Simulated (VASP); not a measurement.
Si, 2 atoms in the cell. The cell holds a slab with vacuum, 2 atoms: a = 3.767 Å, b = 3.767 Å, c = 18.444 Å, α = 90.00°, β = 90.00°, γ = 120.00°. The cell was built by a generator and needn't be a form met in nature.

| Item | Value |
| --- | --- |
| Program | VASP 6.6.1 |
| Task | relaxation of cell and atoms |
| Functional | r2SCAN |
| Dispersion | rVV10 |
| Potentials or basis | VASP PAW PBE potentials, release 64 (Si) |
| Cutoff | 600 eV |
| k mesh | 9 × 9 × 1 |
| Occupations | gaussian, width 0.03 eV |
| Spin | no spin polarisation |
| Further INCAR settings | ALGO = Normal; EDIFF = 1e-06; IBRION = 2; EDIFFG = -0.01; NSW = 90; ISIF = 3 |

Potentials or basis: VASP PAW PBE potentials, release 64 (Si).

The run is started by

```bash
$ cat potpaw_PBE.64/Si/POTCAR > POTCAR
$ mpirun -np 1 vasp_std > vasp.out
```

Hardware: 1 thread of Intel(R) Xeon(R) Platinum 8375C CPU @ 2.90GHz (Ice Lake), with other jobs on the host.

**Question.** How long does it take, and how much memory?

**Answer.** It took 61 min on 1 thread of Intel(R) Xeon(R) Platinum 8375C CPU @ 2.90GHz (Ice Lake) (shared host), peak memory 0.88 GiB. Counts: scf iterations 184, k points 12, ion steps 10.
